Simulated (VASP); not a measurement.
Write the native input for VASP 6.6.1 that does the following.

```yaml
Task: core levels
Functional: LDA
Potentials_or_basis: VASP PAW LDA potentials, release 64 (Al, O)
Cutoff: 520 eV
k_mesh: 11 × 11 × 3
Occupations: gaussian, width 0.02 eV
Spin: no spin polarisation
Further_INCAR_settings: ALGO = Normal; EDIFF = 1e-06
```

The structure of Al2O3 lies in POSCAR:

```
Al2O3
1.0
    2.8843249483      0.0000000000      0.0000000000
   -1.4421624742      2.4978986780      0.0000000000
    0.0000000000      0.0000000000      9.3367544600
Al O
2 3
Direct
    0.0000000000      0.0000000000      0.8500076700
    0.0000000000      0.0000000000      0.1499923300
    0.3333333333      0.6666666667      0.7776830800
    0.6666666667      0.3333333333      0.0000000000
    0.3333333333      0.6666666667      0.2223169200
```

Measurements of this composition are mostly on another form, of space group No. 167.

The input as run:

INCAR

```
SYSTEM = Al2O3
ALGO = Normal ; EDIFF = 1E-6
ENCUT = 520 ; ICORELEVEL = 1
ISIF = 2 ; ISMEAR = 0
LASPH = .TRUE. ; LCHARG = .FALSE.
LREAL = .FALSE. ; LWAVE = .FALSE.
NELM = 60 ; PREC = Accurate
SIGMA = 0.02
```

KPOINTS

```
k-points
0
G
  11 11 3
  0 0 0
```

Potentials or basis: VASP PAW LDA potentials, release 64 (Al, O).

Run with:

```bash
$ cat potpaw_LDA.64/Al/POTCAR potpaw_LDA.64/O/POTCAR > POTCAR
$ mpirun -np 1 vasp_std > vasp.out
```

Results of the run:

* Pressure: -6.4 GPa
* Largest force: 0.498 eV/Å
* Band gap on the k mesh: 4.74 eV, indirect (least direct gap 4.99 eV)

Caveat: an odd mesh through Γ misses points on the zone boundary, where band edges often lie.

Wall time 15 s on 1 thread of Intel(R) Xeon(R) 6975P-C (Granite Rapids), with other jobs on the host, peak memory 0.16 GiB.
